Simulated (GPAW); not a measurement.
# Ge (Imma) in GPAW: notebook

The runs below take Ge through band structure, with PBEsol.

Program: GPAW 26.7.0. These are calculated values, not measurements. Logs are shortened: lines on timing, memory, paths and dates and some standing lists are left out, and cuts for length are marked. The log counts tension as positive stress, the text compression.

## Step 1: The structure

It takes space group Imma (No. 74, orthorhombic). The conventional cell has a = 4.992 Å, b = 5.302 Å, c = 2.874 Å, α = 90.00°, β = 90.00°, γ = 90.00°. Ge (site symmetry mm2) is surrounded by 6 Ge at 2.68 to 2.87 Å.

This isn't the form of Ge at room conditions, which is diamond.

## Step 2: Band structure, PBEsol

Input file run.py:

```python
from ase import Atoms
from ase.dft.bandgap import bandgap
from ase.io import write
from ase.units import GPa
from gpaw import GPAW, PW, setup_paths

setup_paths.insert(0, '.')

atoms = Atoms(['Ge', 'Ge'],
              cell=[[-2.495898, 2.650863, 1.436947],
                    [2.495898, -2.650863, 1.436947],
                    [2.495898, 2.650863, -1.436947]],
              scaled_positions=[[0.314057, 0.064057, 0.25],
                                [0.685943, 0.935943, 0.75]],
              pbc=True)

calc = GPAW(mode=PW(600),
            xc='PBEsol',
            kpts={'size': (11, 11, 11), 'gamma': True},
            occupations={'name': 'fermi-dirac', 'width': 0.05},
            nbands=11,
            convergence={'density': 1e-05, 'energy': 1e-05},
            maxiter=150,
            txt='gpaw.txt')
atoms.calc = calc
energy = atoms.get_potential_energy()
forces = atoms.get_forces()
stress = atoms.get_stress()
calc.write('gs.gpw')
write('result.traj', atoms)
print(f'Energy: {energy:.6f} eV')
print('Forces (eV/A):')
print(forces.round(4))
print('Stress (GPa):', (stress / GPa).round(3))
print('Fermi level:', round(calc.get_fermi_level(), 4), 'eV')
print(f'Gap: {bandgap(calc)[0]:.4f} eV, direct: {bandgap(calc, direct=True)[0]:.4f} eV')

path = atoms.cell.bandpath('GXLTWRX1ZGYSW,L1Y,Y1Z', npoints=61, eps=1e-4)
bs_calc = calc.fixed_density(kpts=path, symmetry='off', nbands=20,
                             convergence={'bands': 'CBM+6.0', 'eigenstates': 1e-6}, txt='bands.txt')
bs = bs_calc.band_structure()
bs.write('bs.json')
print(f'Gap on the path: {bandgap(bs_calc)[0]:.4f} eV')
```

Potentials or basis: PAW data sets generated in the run's folder for this functional, pw.

Launch:

```console
$ gpaw-setup -f PBEsol Ge
$ OMP_NUM_THREADS=1 python run.py
```

gpaw.txt:

```text
__  _  _
 | _ |_)|_||  |
 |__||  | ||/\| - 26.7.0

Input parameters:
  mode=PW(ecut=600.0),
  convergence={'density': 1e-05, 'energy': 1e-05},
  kpts=MonkhorstPack(size=(11, 11, 11), gamma=True),
  maxiter=150,
  nbands=11,
  occupations=Occupations(name='fermi-dirac', width=0.05),
  xc=XC(name='PBEsol')

Diagonalizing LCAO Hamiltonian
Converting LCAO to pw mode

             Ge

       Ge

Atoms  # Å, Bohr magnetons
|   | symbol |        x |        y |        z |    initial magnetic moments |
|---|--------|----------|----------|----------|-----------------------------|
| 0 |     Ge | 0.000000 | 1.325432 | 0.184093 | ( 0.0000,  0.0000,  0.0000) |
| 1 |     Ge | 2.495898 | 1.325432 | 1.252854 | ( 0.0000,  0.0000,  0.0000) |

Unit cell  # Å
| periodic |         x |         y |         z |  lengths |     angles |
|----------|-----------|-----------|-----------|----------|------------|
|      yes | -2.495898 |  2.650863 |  1.436947 | 3.914256 | 100.767417 |
|      yes |  2.495898 | -2.650863 |  1.436947 | 3.914256 |  94.744414 |
|      yes |  2.495898 |  2.650863 | -1.436947 | 3.914256 | 136.925499 |

Number of symmetries: 4
Symmetry operations  # r_c * U_cc + t_c -> r_c
|   | kind |            matrix            |
|---|------|------------------------------|
| 0 |  σ   |  1, 1, 1,  0, 0,-1,  0,-1, 0 |
| 1 |  E   |  1, 0, 0,  0, 1, 0,  0, 0, 1 |
| 2 |  i   | -1, 0, 0,  0,-1, 0,  0, 0,-1 |
| 3 |  C2  | -1,-1,-1,  0, 0, 1,  0, 1, 0 |

BZ-sampling:
  Number of BZ points: 1331
  Number of IBZ points: 366

  Monkhorst-Pack size: [11, 11, 11]
  Monkhorst-Pack shift: [0, 0, 0]

K-points  # in reciprocal-cell coordinates
|     |                                coordinates |     weight |
|-----|--------------------------------------------|------------|
|   0 | (  0.00000000,   0.00000000,   0.00000000) | 0.00075131 |
|   1 | (  0.00000000,   0.09090909,  -0.09090909) | 0.00150263 |
|   2 | (  0.00000000,   0.18181818,  -0.18181818) | 0.00150263 |
|   3 | (  0.00000000,   0.27272727,  -0.27272727) | 0.00150263 |
|   4 | (  0.00000000,   0.36363636,  -0.36363636) | 0.00150263 |
|   5 | (  0.00000000,   0.45454545,  -0.45454545) | 0.00150263 |
|   6 | (  0.09090909,  -0.45454545,   0.36363636) | 0.00300526 |
|   7 | (  0.09090909,  -0.45454545,   0.45454545) | 0.00150263 |
|   8 | (  0.09090909,  -0.36363636,   0.27272727) | 0.00300526 |
|   9 | (  0.09090909,  -0.36363636,   0.36363636) | 0.00150263 |
| ... |                                            |            |
| 365 | (  0.45454545,   0.45454545,   0.45454545) | 0.00300526 |

Plane wave coefficients: 1288
Cutoff: 600.0 eV

Spin-components: 1 (collinear spins)
Bands:           11
Projectors:      10
Spin-degeneracy: 2
Datatype:        complex128

Parallelization:
  kpt:    1
  domain: 1
  band:   1

Density:
  Valence electrons: 8.0
  Components: 1
  Grid points: [24 24 24]
  Charge: 0.0  # |e|

Potential:
  Grid points: [24 24 24]

species:
  Ge:
    name:    Germanium
    Z:       32.0
    valence: 4
    core:    28
    charge:  0.0  # [|e|]
    compensation charges:
      type: gauss
      rc: 0.32  # [Å]
      lmax: 2
    cutoffs:
      filter: 1.77  # [Å]
      core: 3.42  # [Å]
    projectors
    | kind |    occ | energy [eV] | rcut [Å] |
    |------|--------|-------------|----------|
    |   4s |  2.000 |     -11.738 |    1.005 |
    |   4p |  2.000 |      -3.898 |    1.005 |
    |    s |        |      15.473 |    1.005 |
    |    p |        |      23.314 |    1.005 |
    |    d |        |       0.000 |    1.005 |

    Using partial waves for Ge as LCAO basis

Reference energy: -114111.519876  # eV

eigensolver:
  PPCG
  Converge bands: occupied
  niter=2

density mixing:
  MSR1-Mixer
  Pratt-step length: 0.05
  Maximum mixing coefficient: 0.75
  Old densities: 10
  SVD Regularization: 0.005
  Good broyden scale: 1.0
  Trust region scale: 1.0
  Backstep threshold: 4.0
  History deletion threshold: 6.0
  Fourier metric: weight=20.0, sigma=0.015

occupation numbers:
  Fermi-Dirac:
    width: 0.0500  # eV

poisson solver:
  ecut: 4800.0  # eV

xc functional:
  name: PBEsol with 2 nearest neighbor stencil

convergence criteria:
[... 6 lines left out ...]
|iter     | |      energy | eigst |  dens |
|---------|-|-------------|-------|-------|
|iter:   1| |   -9.532873 | -0.72 |       |
|iter:   2| |   -9.531726 | -3.11 | -1.19 |
|iter:   3| |   -9.516809 | -3.40 | -1.21 |
|iter:   4| |   -9.515932 | -4.23 | -1.76 |
|iter:   5| |   -9.515906 | -5.41 | -2.70 |
|iter:   6| |   -9.515906c| -7.17 | -3.86 |
|iter:   7| |   -9.515906c| -7.97c| -4.58 |
|iter:   8| |   -9.515906c| -9.13c| -5.27c|

Converged in 8 steps
Energy contributions relative to reference atoms: (reference = -114111.519876)

Energy contributions:
  Kinetic:          14.608680
  Coulomb:         -13.038484
  Zero:             -0.008014
  External:          0.000000
  Xc:              -11.074933
  Entropy:          -0.006310
  Spinorbit:         0.000000
  ----------------------------
  Free energy:      -9.519061
  Extrapolated:     -9.515906

dipole moment: (0.000155, 0.000165, 0.000089)  # |e|*Ang

Fermi level: 7.576
Eigenvalues  # (at kpt = [0.000, 0.000, 0.000])
| band index |      eig [eV] | occ [0-2] |
|------------|---------------|-----------|
|          0 |        -5.536 |     2.000 |
|          1 |         3.747 |     2.000 |
|          2 |         5.222 |     2.000 |
|          3 |         5.668 |     2.000 |
|          4 |        10.974 |     0.000 |
|          5 |        14.533 |     0.000 |
|          6 |        14.752 |     0.000 |
|          7 |        15.469 |     0.000 |
|          8 |        15.807 |     0.000 |
|          9 |        18.127 |     0.000 |
|         10 |        20.029 |     0.000 |

No gap
No difference between direct/indirect transitions

Forces  # eV/Ang
|       x |        y |        z |
|---------|----------|----------|
| 0.00000 | -0.00000 |  0.05646 |  # Ge   0
| 0.00000 |  0.00000 | -0.05646 |  # Ge   1

Stress tensor  # eV/Ang^3
|        x |        y |        z |
|----------|----------|----------|
| 0.009230 | 0.000000 | 0.000000 |
| 0.000000 | 0.021340 | 0.000000 |
| 0.000000 | 0.000000 | 0.018700 |

# Writing to gs.gpw (mode='')
```

It took 2.9 min on 1 thread of Arm Neoverse N1, shared host; peak memory 0.35 GiB.

What came out:

| Item | Value |
| --- | --- |
| Free energy | -9.5191 eV |
| Pressure | -2.6 GPa |
| Largest force | 0.056 eV/Å |
| Band gap along the path | none (metal or under the smearing width) |

Forces in eV/Å, atoms in the order of the input:
```
Ge   0.000  0.000  0.056
Ge   0.000  0.000 -0.056
```

Levels at the corners of the path, in eV from the Fermi level:
```csv
point,band 1,band 2,band 3,band 4,band 5,band 6,band 7,band 8
Γ,-13.11,-3.83,-2.35,-1.91,3.40,6.96,7.18,7.89
X,-7.45,-6.60,-3.78,-3.70,-3.34,3.71,5.60,7.36
L,-7.46,-6.63,-3.93,-3.76,-2.98,3.54,5.79,7.26
T,-8.22,-5.92,-3.46,-2.26,-1.79,3.08,4.02,6.56
W,-7.00,-7.00,-4.33,-4.33,3.87,3.87,5.16,5.16
R,-8.05,-6.98,-1.96,-1.56,-0.79,1.46,3.19,4.29
X1,-7.45,-6.60,-3.78,-3.70,-3.34,3.71,5.60,7.36
Z,-9.13,-8.25,-5.86,-5.61,4.40,6.83,10.72,11.27
Γ,-13.11,-3.83,-2.35,-1.91,3.40,6.96,7.18,7.89
Y,-9.11,-8.40,-5.85,-5.42,4.42,6.84,10.66,11.09
S,-10.37,-10.37,0.64,0.64,2.27,2.27,6.75,6.75
W,-7.00,-7.00,-4.33,-4.33,3.87,3.87,5.16,5.16
L1,-7.46,-6.63,-3.93,-3.76,-2.98,3.54,5.79,7.26
Y,-9.11,-8.40,-5.85,-5.42,4.42,6.84,10.66,11.09
Y1,-9.11,-8.40,-5.85,-5.42,4.42,6.84,10.66,11.09
Z,-9.13,-8.25,-5.86,-5.61,4.40,6.83,10.72,11.27
```

## Step 3: Band structure, PBEsol, spin-orbit coupling, no magnetisation

run.py: that of step 2 with these lines changed.

```diff
@@ -1 +1,2 @@
+import numpy as np
 from ase import Atoms
@@ -5,2 +6,3 @@
 from gpaw import GPAW, PW, setup_paths
+from gpaw.spinorbit import soc_eigenstates
 
@@ -43 +45,7 @@
 print(f'Gap on the path: {bandgap(bs_calc)[0]:.4f} eV')
+
+soc = soc_eigenstates(bs_calc, theta=0, phi=0)
+np.savetxt('soc_bands.dat', soc.eigenvalues(), fmt='%.4f')
+mesh = soc_eigenstates('gs.gpw', theta=0, phi=0)
+np.savetxt('soc_mesh.dat', mesh.eigenvalues(), fmt='%.4f')
+print('Fermi level with spin-orbit coupling:', round(mesh.fermi_level, 4), 'eV')
```

Potentials or basis: PAW data sets generated in the run's folder for this functional, pw.

Launch:

```console
$ gpaw-setup -f PBEsol Ge
$ OMP_NUM_THREADS=1 python run.py
```

It took 2.9 min on 1 thread of Arm Neoverse N1, shared host; peak memory 0.43 GiB.

Results (log left out):

```yaml
Free_energy: -9.5191 eV
Pressure: -2.6 GPa
Largest_force: 0.056 eV/Å
Band_gap_along_the_path: none (metal or under the smearing width)
```

Forces on the atoms (eV/Å):
```
Ge   0.000  0.000  0.056
Ge   0.000  0.000 -0.056
```

Stress tensor (GPa, compression positive):
```
-1.48  0.00  0.00
 0.00 -3.42  0.00
 0.00  0.00 -3.00
```

Levels at the corners of the path, in eV from the Fermi level:
| point | band 4 | band 5 | band 6 | band 7 | band 8 | band 9 | band 10 | band 11 | band 12 | band 13 |
| --- | --- | --- | --- | --- | --- | --- | --- | --- | --- | --- |
| Γ | -3.83 | -2.37 | -2.37 | -1.89 | -1.89 | 3.40 | 3.40 | 6.92 | 6.92 | 7.18 |
| X | -6.60 | -3.79 | -3.79 | -3.71 | -3.71 | -3.33 | -3.33 | 3.71 | 3.71 | 5.60 |
| L | -6.63 | -3.94 | -3.94 | -3.76 | -3.76 | -2.98 | -2.98 | 3.53 | 3.53 | 5.79 |
| T | -5.92 | -3.46 | -3.46 | -2.27 | -2.27 | -1.77 | -1.77 | 3.08 | 3.08 | 4.02 |
| W | -6.99 | -4.34 | -4.34 | -4.32 | -4.32 | 3.84 | 3.84 | 3.88 | 3.88 | 5.13 |
| R | -6.98 | -1.96 | -1.96 | -1.57 | -1.57 | -0.79 | -0.79 | 1.46 | 1.46 | 3.19 |
| X1 | -6.60 | -3.79 | -3.79 | -3.71 | -3.71 | -3.33 | -3.33 | 3.71 | 3.71 | 5.60 |
| Z | -8.25 | -5.86 | -5.86 | -5.61 | -5.61 | 4.40 | 4.40 | 6.83 | 6.83 | 10.72 |
| Γ | -3.83 | -2.37 | -2.37 | -1.89 | -1.89 | 3.40 | 3.40 | 6.92 | 6.92 | 7.18 |
| Y | -8.40 | -5.85 | -5.85 | -5.42 | -5.42 | 4.41 | 4.41 | 6.84 | 6.84 | 10.66 |
| S | -10.37 | 0.63 | 0.63 | 0.63 | 0.63 | 2.27 | 2.27 | 2.27 | 2.27 | 6.76 |
| W | -6.99 | -4.34 | -4.34 | -4.32 | -4.32 | 3.84 | 3.84 | 3.88 | 3.88 | 5.13 |
| L1 | -6.63 | -3.94 | -3.94 | -3.76 | -3.76 | -2.98 | -2.98 | 3.53 | 3.53 | 5.79 |
| Y | -8.40 | -5.85 | -5.85 | -5.42 | -5.42 | 4.41 | 4.41 | 6.84 | 6.84 | 10.66 |
| Y1 | -8.40 | -5.85 | -5.85 | -5.42 | -5.42 | 4.41 | 4.41 | 6.84 | 6.84 | 10.66 |
| Z | -8.25 | -5.86 | -5.86 | -5.61 | -5.61 | 4.40 | 4.40 | 6.83 | 6.83 | 10.72 |

Caveat: spin-orbit coupling was added after a scalar SCF, so levels and gaps hold it while energy, forces, pressure and moments don't; this program's spin-orbit splittings come out too wide for heavy elements.
